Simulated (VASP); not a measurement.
# Sb in VASP: a series of runs, part 2 of 2

VASP 6.6.1. The steps go on from the part before.

### 4 Single point, PBE

This run uses another cell than the first one, of 60.66 Å³/atom, 1.218 times its volume.

Contents of INCAR:

```
PREC = Accurate
ENCUT = 400
EDIFF = 1E-7
ISMEAR = 1
SIGMA = 0.1
LREAL = F
LASPH = T
NELM = 120
ALGO = Normal
ISIF = 2
LWAVE = F
LCHARG = F
LDIPOL = T
IDIPOL = 3
DIPOL = 0.5 0.5 0.500
GGA = PE
NBANDS = 40
LVHAR = T
LVACPOTAV = T
```

Contents of KPOINTS:

```
Automatic mesh
0
Gamma
  9 8 1
```

Contents of POSCAR:

```
Sb
1.0
    4.4689148571      0.0000000000      0.0000000000
    0.0000000000      5.4732805519      0.0000000000
    0.0000000000      0.0000000000     22.3205167829
Sb
9
Direct
    0.5000000000      0.6666666667      0.2688109804
    0.0000000000      0.3333333333      0.3266082353
    0.5000000000      0.0000000000      0.3844054902
    0.0000000000      0.6666666667      0.4422027451
    0.5000000000      0.3333333333      0.5000000000
    0.0000000000      0.0000000000      0.5577972549
    0.5000000000      0.6666666667      0.6155945098
    0.0000000000      0.3333333333      0.6733917647
    0.5000000000      0.0000000000      0.7311890196
```

Potentials or basis: VASP PAW PBE potentials, release 64 (Sb).

Run with:

```bash
cat potpaw_PBE.64/Sb/POTCAR > POTCAR
mpirun -np 1 vasp_std > vasp.out
```

OUTCAR:

```text
PREC = Accurate
   ENCUT = 400
   EDIFF = 1E-7
   ISMEAR = 1
   LREAL = F
   LASPH = T
   NELM = 120
   ISIF = 2
   GGA = PE

 Found     25 irreducible k-points:

 Following reciprocal coordinates:
            Coordinates               Weight
  0.000000  0.000000  0.000000      1.000000
  0.111111  0.000000  0.000000      2.000000
  0.222222  0.000000  0.000000      2.000000
  0.333333  0.000000  0.000000      2.000000
  0.444444  0.000000  0.000000      2.000000
  0.000000  0.125000  0.000000      2.000000
[... 310 lines left out ...]
  in kB      -22.6653756    -24.9307521    -19.3249409      0.0000000     -1.4255764      0.0000000
  external PRESSURE =     -22.3070229 kB  Pullay stress =       0.0000000 kB

 VOLUME and BASIS-vectors are now :
 -----------------------------------------------------------------------------
  energy-cutoff  :      400.00
  volume of cell :      545.95
      direct lattice vectors                 reciprocal lattice vectors
     4.468914857  0.000000000  0.000000000     0.223767969  0.000000000  0.000000000
     0.000000000  5.473280552  0.000000000     0.000000000  0.182705781  0.000000000
     0.000000000  0.000000000 22.320516783     0.000000000  0.000000000  0.044801830

 POSITION                                       TOTAL-FORCE (eV/Angst)
 -----------------------------------------------------------------------------------
      2.23446      3.64885      6.00000         0.000000     -0.454172      1.098356
      0.00000      1.82443      7.29006         0.000000      1.185109     -0.368988
      2.23446      0.00000      8.58013         0.000000     -0.709065     -0.084437
      0.00000      3.64885      9.87019         0.000000     -0.132952     -0.575148
      2.23446      1.82443     11.16026         0.000000      0.000000      0.000000
      0.00000      0.00000     12.45032         0.000000      0.132952      0.575148
      2.23446      3.64885     13.74039         0.000000      0.709065      0.084437
      0.00000      1.82443     15.03045         0.000000     -1.185109      0.368988
      2.23446      0.00000     16.32052         0.000000      0.454172     -1.098356
 -----------------------------------------------------------------------------------
    total drift:                               -0.000000      0.000000      0.000000

  FREE ENERGIE OF THE ION-ELECTRON SYSTEM (eV)
  ---------------------------------------------------
  free  energy   TOTEN  =       -35.0951229723 eV

  energy  without entropy=      -35.0911565363  energy(sigma->0) =      -35.09380083

 vacuum level on the upper side and lower side of the slab         5.635         5.635
```

It took 6.3 min on 1 thread of Intel Xeon 6975P-C (Granite Rapids), shared host; peak memory 0.55 GiB.

The run converged, but some of its settings lie outside the range that counts as converged, so its numbers aren't taken as properties of the slab.

What came out:

```yaml
Free_energy: -35.0951 eV
Largest_force: 1.241 eV/Å
Band_gap_on_the_k_mesh: none (metal or under the smearing width)
Work_function_of_the_upper_face: 4.46 eV
Work_function_of_the_lower_face: 4.46 eV
```

### 5 Single point, PBE

This run uses another cell than the first one, of 60.66 Å³/atom, 1.218 times its volume.

Changes to INCAR since step 4:

```diff
@@ -4,3 +4,3 @@
 ISMEAR = 1
-SIGMA = 0.1
+SIGMA = 0.02
 LREAL = F
```

KPOINTS is that of step 4.

POSCAR is that of step 4.

Potentials or basis: VASP PAW PBE potentials, release 64 (Sb).

Run with:

```bash
cat potpaw_PBE.64/Sb/POTCAR > POTCAR
mpirun -np 1 vasp_std > vasp.out
```

OUTCAR:

```text
PREC = Accurate
   ENCUT = 400
   EDIFF = 1E-7
   ISMEAR = 1
   LREAL = F
   LASPH = T
   NELM = 120
   ISIF = 2
   GGA = PE

 Found     25 irreducible k-points:

 Following reciprocal coordinates:
            Coordinates               Weight
  0.000000  0.000000  0.000000      1.000000
  0.111111  0.000000  0.000000      2.000000
  0.222222  0.000000  0.000000      2.000000
  0.333333  0.000000  0.000000      2.000000
  0.444444  0.000000  0.000000      2.000000
  0.000000  0.125000  0.000000      2.000000
   k-points           NKPTS =     25   k-points in BZ     NKDIM =     25   number of bands    NBANDS=     40
   number of dos      NEDOS =    301   number of ions     NIONS =      9
   total plane-waves  NPLWV = 162000
   dimension x,y,z NGX =    30 NGY =   36 NGZ =  150
   dimension x,y,z NGXF=    60 NGYF=   72 NGZF=  300
   ions per type =               9
   NGX,Y,Z   is equivalent  to a cutoff of  11.16, 10.93, 11.17 a.u.
   NGXF,Y,Z  is equivalent  to a cutoff of  22.32, 21.87, 22.34 a.u.
 SYSTEM =  unknown system
   PREC   = accura    normal or accurate (medium, high low for compatibility)
   ISTART =      0    job   : 0-new  1-cont  2-samecut
   ICHARG =      2    charge: 1-file 2-atom 10-const
   ISPIN  =      1    spin polarized calculation?
   LNONCOLLINEAR =      F non collinear calculations
   LSORBIT =      F    spin-orbit coupling
   LASPH  =      T    aspherical Exc in radial PAW
   ENCUT  =  400.0 eV  29.40 Ry    5.42 a.u.   7.29  8.93 36.40*2*pi/ulx,y,z
   NELM   =    120;   NELMIN=  2; NELMDL= -5     # of ELM steps
   EDIFF  = 0.1E-06   stopping-criterion for ELM
   LREAL  =      F    real-space projection
   EDIFFG = 0.1E-05   stopping-criterion for IOM
   NSW    =      0    number of steps for IOM
   IBRION =     -1    ionic relax: 0-MD 1-quasi-New 2-CG
   NFREE  =      0    steps in history (QN), initial steepest desc. (CG)
   ISIF   =      2    stress and relaxation
   ISYM   =      2    0-nonsym 1-usesym 2-fastsym
   POTIM  = 0.5000    time-step for ionic-motion
   TEBEG  =    0.0;   TEEND  =   0.0 temperature during run
   PSTRESS=    0.0 pullay stress
   NELECT =      45.0000    total number of electrons
   NUPDOWN=      -1.0000    fix difference up-down
   EMIN   =  10.00;   EMAX   =-10.00  energy-range for DOS
[... 20 lines left out ...]
  volume of cell :      545.95
 maximum number of plane-waves:      9957
 NGX is ok and might be reduce to    30
   NGX = 15   NGY = 17   NGZ = 73

 number of electron      45.0000002 magnetization

 dipolmoment           0.000000      0.000000     -0.000000 electrons x Angstroem

 Free energy of the ion-electron system (eV)
  ---------------------------------------------------
  ext. energy  EPLUGINS =         0.00000000
  ---------------------------------------------------
  free energy    TOTEN  =       -35.09430676 eV

  energy without entropy =      -35.09441752  energy(sigma->0) =      -35.09434368

 E-fermi :   1.1755     XC(G=0):  -5.6263

 val. band max:        1.1649386493   @ k =   0.1111   0.0000   0.0000
 cond. band min:       1.1802246889   @ k =   0.1111   0.1250   0.0000
 fundamental gap:      0.0152860396
 Fermi energy:         1.1755264201

 k-point     1 :       0.0000    0.0000    0.0000
  band No.  band energies     occupation
      1     -10.5269      2.00000
      2      -9.8593      2.00000
      3      -8.9018      2.00000
      4      -7.8094      2.00000
      5      -6.8925      2.00000
      6      -6.5240      2.00000
[... 211 lines left out ...]
     33       4.0227      0.00000
     34       4.1717      0.00000

 [... further k-points ...]

 [bands above 34 left out]

------------------------ aborting loop because EDIFF is reached ----------------------------------------

  FORCE on cell =-STRESS in cart. coord.  units (eV):
  Direction    XX          YY          ZZ          XY          YZ          ZX
  --------------------------------------------------------------------------------------
  -------------------------------------------------------------------------------------
  Total       -7.8032671     -8.5625627     -6.5593746      0.0000000     -0.4829251      0.0000000
  in kB      -22.8998701    -25.1281381    -19.2494791      0.0000000     -1.4172169      0.0000000
  external PRESSURE =     -22.4258291 kB  Pullay stress =       0.0000000 kB

 VOLUME and BASIS-vectors are now :
 -----------------------------------------------------------------------------
  energy-cutoff  :      400.00
  volume of cell :      545.95
      direct lattice vectors                 reciprocal lattice vectors
     4.468914857  0.000000000  0.000000000     0.223767969  0.000000000  0.000000000
     0.000000000  5.473280552  0.000000000     0.000000000  0.182705781  0.000000000
     0.000000000  0.000000000 22.320516783     0.000000000  0.000000000  0.044801830

 POSITION                                       TOTAL-FORCE (eV/Angst)
 -----------------------------------------------------------------------------------
      2.23446      3.64885      6.00000         0.000000     -0.454733      1.093367
      0.00000      1.82443      7.29006         0.000000      1.187220     -0.370525
      2.23446      0.00000      8.58013         0.000000     -0.717056     -0.083697
      0.00000      3.64885      9.87019         0.000000     -0.122166     -0.562033
      2.23446      1.82443     11.16026         0.000000     -0.000000      0.000000
      0.00000      0.00000     12.45032         0.000000      0.122166      0.562033
      2.23446      3.64885     13.74039         0.000000      0.717056      0.083697
      0.00000      1.82443     15.03045         0.000000     -1.187220      0.370525
      2.23446      0.00000     16.32052         0.000000      0.454733     -1.093367
 -----------------------------------------------------------------------------------
    total drift:                                0.000000      0.000000      0.000000

  FREE ENERGIE OF THE ION-ELECTRON SYSTEM (eV)
  ---------------------------------------------------
  free  energy   TOTEN  =       -35.0943067577 eV

  energy  without entropy=      -35.0944175206  energy(sigma->0) =      -35.09434368

 vacuum level on the upper side and lower side of the slab         5.639         5.639
```

OSZICAR:

```text
N       E                     dE             d eps       ncg     rms          rms(c)
DAV:   1     0.198860131602E+03    0.19886E+03   -0.11480E+04  2000   0.658E+02
DAV:   2    -0.137707630266E+02   -0.21263E+03   -0.20037E+03  2600   0.130E+02
DAV:   3    -0.344578181067E+02   -0.20687E+02   -0.20249E+02  2520   0.430E+01
[... 13 lines left out ...]
DAV:  17    -0.350942982086E+02   -0.20948E-04   -0.81161E-07  2408   0.246E-03    0.216E-03
DAV:  18    -0.350943049245E+02   -0.67159E-05   -0.34323E-07  2112   0.134E-03    0.677E-04
DAV:  19    -0.350943065266E+02   -0.16022E-05   -0.13274E-07  2056   0.729E-04    0.167E-04
DAV:  20    -0.350943067141E+02   -0.18751E-06   -0.17048E-08  1952   0.296E-04    0.181E-04
DAV:  21    -0.350943067577E+02   -0.43541E-07   -0.26200E-09  1712   0.131E-04
   1 F= -.35094307E+02 E0= -.35094344E+02  d E =0.110763E-03
```

stdout:

```text
POSCAR found type information on POSCAR Sb
 POSCAR found :  1 types and       9 ions
 scaLAPACK will be used
 LDA part: xc-table for (Slater+PW92), standard interpolation
 POSCAR, INCAR and KPOINTS ok, starting setup
 FFT: planning ... GRIDC
 FFT: planning ... GRID_SOFT
 FFT: planning ... GRID
 WAVECAR not read
 entering main loop
 -----------------------------------------------------------------------------
|                                                                             |
|           W    W    AA    RRRRR   N    N  II  N    N   GGGG   !!!           |
|           W    W   A  A   R    R  NN   N  II  NN   N  G    G  !!!           |
|           W    W  A    A  R    R  N N  N  II  N N  N  G       !!!           |
|           W WW W  AAAAAA  RRRRR   N  N N  II  N  N N  G  GGG   !            |
|           WW  WW  A    A  R   R   N   NN  II  N   NN  G    G                |
|           W    W  A    A  R    R  N    N  II  N    N   GGGG   !!!           |
|                                                                             |
|     Did not find any points to average over, which means that no vacuum     |
|     field-free region was found. Please increase the size of  your cell     |
|     in the dimension of the dipole correction to obtain accurate            |
|     workfunction values.                                                    |
|                                                                             |
 -----------------------------------------------------------------------------
```

Run time: 6 min. Hardware: 1 thread of Intel Xeon 6975P-C (Granite Rapids), shared host; peak memory 0.55 GiB.

The run converged, but some of its settings lie outside the range that counts as converged, so its numbers aren't taken as properties of the slab.

What came out:

```yaml
Free_energy: -35.0943 eV
Largest_force: 1.244 eV/Å
Band_gap_on_the_k_mesh: none (metal or under the smearing width)
Work_function_of_the_upper_face: 4.46 eV
Work_function_of_the_lower_face: 4.46 eV
```

### 6 Single point, PBE

This run uses another cell than the first one, of 68.81 Å³/atom, 1.382 times its volume.

Changes to INCAR since step 5:

```diff
@@ -4,3 +4,3 @@
 ISMEAR = 1
-SIGMA = 0.02
+SIGMA = 0.1
 LREAL = F
```

KPOINTS is that of step 5.

Contents of POSCAR:

```
Sb
1.0
    4.4689148571      0.0000000000      0.0000000000
    0.0000000000      5.4732805519      0.0000000000
    0.0000000000      0.0000000000     25.3205167829
Sb
9
Direct
    0.5000000000      0.6666666667      0.2962024853
    0.0000000000      0.3333333333      0.3471518640
    0.5000000000      0.0000000000      0.3981012426
    0.0000000000      0.6666666667      0.4490506213
    0.5000000000      0.3333333333      0.5000000000
    0.0000000000      0.0000000000      0.5509493787
    0.5000000000      0.6666666667      0.6018987574
    0.0000000000      0.3333333333      0.6528481360
    0.5000000000      0.0000000000      0.7037975147
```

Potentials or basis: VASP PAW PBE potentials, release 64 (Sb).

Run with:

```bash
cat potpaw_PBE.64/Sb/POTCAR > POTCAR
mpirun -np 1 vasp_std > vasp.out
```

It took 6.9 min on 1 thread of Intel Xeon 6975P-C (Granite Rapids), shared host; peak memory 0.6 GiB.

These settings aren't checked as converged: the numbers below hold their error.

Results:

```yaml
Free_energy: -35.0946 eV
Largest_force: 1.241 eV/Å
Band_gap_on_the_k_mesh: none (metal or under the smearing width)
Work_function_of_the_upper_face: 4.46 eV
Work_function_of_the_lower_face: 4.46 eV
```
